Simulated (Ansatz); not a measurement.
Clamped-ion strain scan in TaN

Theory: DFT PBEsol, scalar-relativistic, plane waves, PAW (Ansatz). Cutoff 420 eV, Γ-centred 18×18×16 k-points, Gaussian smearing of 0.15 eV. Spin–orbit coupling is left out, which can shift energies with elements as heavy as these. No spin polarisation. Energies are free energies at this smearing, counted from the undisturbed cell; pressure is positive in compression.

The undisturbed cell (as given, not relaxed at this level; it stands at -4.9 GPa; this form isn't the usual structure):

```xyz
2
Lattice="2.9380 0.0000 0.0000 -1.4690 2.5444 0.0000 0.0000 0.0000 2.8830" Properties=species:S:1:pos:R:3 pbc="T T T"
Ta    0.0000    1.6963    1.4415
N    -1.4690    2.5444    0.0000
```

The cell is strained by ε times the Voigt pattern (0, 0, 0, 0, 0, 1) (xx, yy, zz, yz, xz, xy; engineering shear) with fractional coordinates fixed. The cell is metallic on the mesh throughout.

```
      ε  ΔE (meV/atom)
-0.0600           27.5
-0.0300            6.7
 0.0000            0.0
 0.0150            1.6
 0.0450           15.3
```

(1) Predict the stress summed along the pattern (GPa, tension positive) at each point.

Answers

(1)
```
      ε  stress summed along the pattern (GPa, tension positive)
-0.0600                                                   -14.05
-0.0300                                                    -6.81
 0.0000                                                     0.00
 0.0150                                                     3.33
 0.0450                                                    10.39
```